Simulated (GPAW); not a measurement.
Runs of GPAW 26.7.0 on MoSe2. The structure is hexagonal, space group P6_3/mmc (No. 194). The conventional cell has a = 3.288 Å, b = 3.288 Å, c = 12.900 Å, α = 90.00°, β = 90.00°, γ = 120.00°. Around Mo (site symmetry -6m2) lie 6 Se at 2.49 Å. Around Se (site symmetry 3m) lie 3 Mo at 2.49 Å. 

```csv
task,level,potentials or basis,spin,cell,cutoff (eV),optimizer,fmax,max steps,target pressure,band path,gap on the mesh (eV),pressure (GPa),largest force (eV/Å)
relaxation of cell and atoms,revPBE+D3,"the program's PAW data sets (release 1.2.1) made for this functional, pw",off,relaxed to 10 GPa,600,BFGS,0.02 eV/Å,100,10 GPa,-,0.34,10.0,-
band structure,AM05,"PAW data sets generated in the run's folder for this functional, pw","SOC, no magnetisation",as given,600,-,-,-,-,"GMKGALHA,LM,KH",0.84,(b),0.67
relaxation of cell and atoms,BLYP+D3,"PAW data sets generated in the run's folder for this functional, pw",off,relaxed to -1 GPa,600,LBFGS,0.02 eV/Å,60,-1 GPa,-,0.91,-0.9,0.01
single point,TB-mBJ,"GPAW PAW data sets for LDA (gpaw-data 1.2.1), pw",off,as given,600,-,-,-,-,-,0.98,-,-
band structure,MS2,"GPAW PAW data sets (gpaw-data 1.2.1), pw","SOC, no magnetisation",as given,600,-,-,-,-,"GMKGALHA,LM,KH",(a),4.7,0.81
```

Alike in all rows: k mesh 6 × 6 × 2; smearing fermi-dirac 0.05 eV; the mesh is coarse, so values aren't converged.

Estimate the missing entries.

(a) 0.90; (b) 2.8.

Caveats: the cell's inner coordinates are idealised or old, which leaves forces on the atoms (some runs); later steps reuse the first step's grids (some runs); spin-orbit coupling was added after a scalar SCF, so levels and gaps hold it while energy, forces, pressure and moments don't (some runs); this program's spin-orbit splittings come out too wide for heavy elements (some runs); the PAW data sets were made with another functional, which shifts forces and pressure a little (some runs); this functional lacks dispersion, which binds the layers, so the pressure and a relaxed spacing across them are unreliable (some runs); a model potential gives levels but no total energy (some runs).

A k mesh can miss the band edges, and rows without SOC leave out spin-orbit coupling on Mo, Se.
